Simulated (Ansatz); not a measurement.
Molecular dynamics on a 2×2×2 supercell (16 atoms) of CdSe (zincblende), relaxed with r2SCAN. Forces come from PBE in the PAW code Ansatz: a Nosé-Hoover thermostat at fixed volume, 600 K, steps of 1.5 fs. Computed, non-magnetic; the trajectory is short and the cell small, so nothing here is a converged average.

```yaml
crystal:
  lattice:
    - [0.0, 6.1355619295, 6.1355619295]
    - [6.1355619295, 0.0, 6.1355619295]
    - [6.1355619295, 6.1355619295, 0.0]
  atoms:
    - { symbol: Cd, position: [0.0, 0.0, 0.0] }
    - { symbol: Se, position: [0.125, 0.125, 0.125] }
    - { symbol: Cd, position: [0.0, 0.0, 0.5] }
    - { symbol: Se, position: [0.125, 0.125, 0.625] }
    - { symbol: Cd, position: [0.0, 0.5, 0.0] }
    - { symbol: Se, position: [0.125, 0.625, 0.125] }
    - { symbol: Cd, position: [0.0, 0.5, 0.5] }
    - { symbol: Se, position: [0.125, 0.625, 0.625] }
    - { symbol: Cd, position: [0.5, 0.0, 0.0] }
    - { symbol: Se, position: [0.625, 0.125, 0.125] }
    - { symbol: Cd, position: [0.5, 0.0, 0.5] }
    - { symbol: Se, position: [0.625, 0.125, 0.625] }
    - { symbol: Cd, position: [0.5, 0.5, 0.0] }
    - { symbol: Se, position: [0.625, 0.625, 0.125] }
    - { symbol: Cd, position: [0.5, 0.5, 0.5] }
    - { symbol: Se, position: [0.625, 0.625, 0.625] }
kpoints:
  mp_grid: { grid: [2, 2, 2] }
hamiltonian:
  xc: pbe
scf:
  occupations: { method: fermi_dirac, width: 0.052 }
md:
  ensemble: nvt_nose_hoover
  temperature: 600
  timestep: 1.5
  n_steps: 20
  initial_velocities: maxwell_boltzmann
  seed: 8226
```

Command: `ansatz run input.yaml --threads 4 --pin off --max-ram 3686MiB --backend cpu --events-out ev --progress --plain --runs-dir out`. Wall time 3.7 min on 4 threads of Arm Neoverse N1, on a shared host, load about 0.9 per core; peak host memory 2.1 GiB.

Problem. How do temperature and energy develop?

Solution. The temperature goes from 600 K to 307 K in 30 fs. The thermostat hasn't had time to restore it. The atoms start on their lattice sites with kinetic energy alone, so much of it first passes into potential energy. By the last step the atoms have moved 0.10 Å in the root mean square, the drift of the whole cell taken out, 0.16 Å at most.
```csv
step,t (fs),T (K),free energy F from step 0 (meV/atom),kinetic energy (meV/atom),largest force (eV/Å)
0,0,600,0.0,72.7,0.00
1,1.5,599,0.1,72.6,0.07
2,3,596,0.5,72.2,0.15
3,4.5,591,1.1,71.6,0.22
4,6,584,1.9,70.8,0.30
5,7.5,576,2.9,69.8,0.37
6,9,565,4.2,68.5,0.44
7,10.5,553,5.7,67.0,0.52
8,12,539,7.4,65.4,0.59
9,13.5,524,9.2,63.5,0.66
10,15,508,11.2,61.5,0.73
11,16.5,490,13.4,59.4,0.81
12,18,471,15.7,57.1,0.88
13,19.5,451,18.1,54.7,0.94
14,21,431,20.6,52.2,1.01
15,22.5,410,23.2,49.7,1.07
16,24,389,25.8,47.2,1.14
17,25.5,368,28.4,44.6,1.20
18,27,347,30.9,42.1,1.25
19,28.5,327,33.5,39.6,1.30
20,30,307,35.9,37.2,1.35
```

Positions (Å) and forces (eV/Å) at step 20:
```
Cd  -0.057   0.033  -0.008    -0.103  -0.174   0.255
Se   1.568   1.515   1.483    -0.393  -0.036   0.463
Cd   2.990   3.024  -0.068     0.601  -0.040   0.307
Se   4.546   4.575   1.579     0.255  -0.154  -0.375
Cd   3.104   0.042   3.154    -0.421  -0.162  -0.684
Se   4.607   1.524   4.509     0.108   0.557   0.927
Cd   6.178   3.006   3.052    -0.418   0.817   0.252
Se   7.772   4.570   4.553    -0.820   0.292   0.136
Cd   0.095   3.193   3.083    -0.528  -0.813  -0.507
Se   1.456   4.546   4.679     0.836   0.524   0.309
Cd   3.032   6.096   3.014    -0.077   0.050   0.522
Se   4.627   7.621   4.635    -0.438   0.592  -0.870
Cd   3.138   3.074   6.232    -0.282  -0.273  -0.429
Se   4.543   4.610   7.712     0.713   0.257  -0.081
Cd   6.087   6.155   6.016     0.624  -0.557   0.744
Se   7.657   7.736   7.757     0.344  -0.879  -0.968
```
